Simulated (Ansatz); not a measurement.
MgO:

```
Mg O
1.0
     0.00000    2.09700    2.09700
     2.09700    0.00000    2.09700
     2.09700    2.09700    0.00000
Mg O
1 1
Direct
  0.00000 0.00000 0.00000
  0.50000 0.50000 0.50000
```

The cell is a database's computed one.

* Program: Ansatz 0.2.0
* Task: relaxation of cell and atoms
* Functional: RPBE
* Dispersion: D4
* Potentials or basis: all-electron LAPW, scalar-relativistic
* Basis error allowed: 0.001 eV/atom
* k mesh: 11 × 11 × 11
* Occupations: fermi-dirac, width 0.05 eV
* Spin: no spin polarisation

At the start: volume 9.22 Å³/atom.

Question: How do energy, volume and symmetry change on relaxing?

Answer: Over 5 steps the energy falls by 3.3 meV/atom and the volume is 9.47 Å³/atom (+2.7 %); space group Fm-3m (No. 225, to 0.05 Å).

Step by step:
| step | energy change (eV) | largest force (eV/Å) | volume (Å³) |
| --- | --- | --- | --- |
| 1 | 0.0000 | 0.0000 | 18.44 |
| 2 | -0.0041 | 0.0000 | 18.64 |
| 3 | -0.0065 | 0.0000 | 18.93 |
| 4 | -0.0065 | 0.0000 | 18.95 |
| 5 | -0.0065 | 0.0000 | 18.95 |

Final structure:
```
Mg O
1.0
     0.00000    2.11596    2.11596
     2.11596    0.00000    2.11596
     2.11596    2.11596    0.00000
Mg O
1 1
Direct
  0.00000 0.00000 0.00000
  0.50000 0.50000 0.50000
```
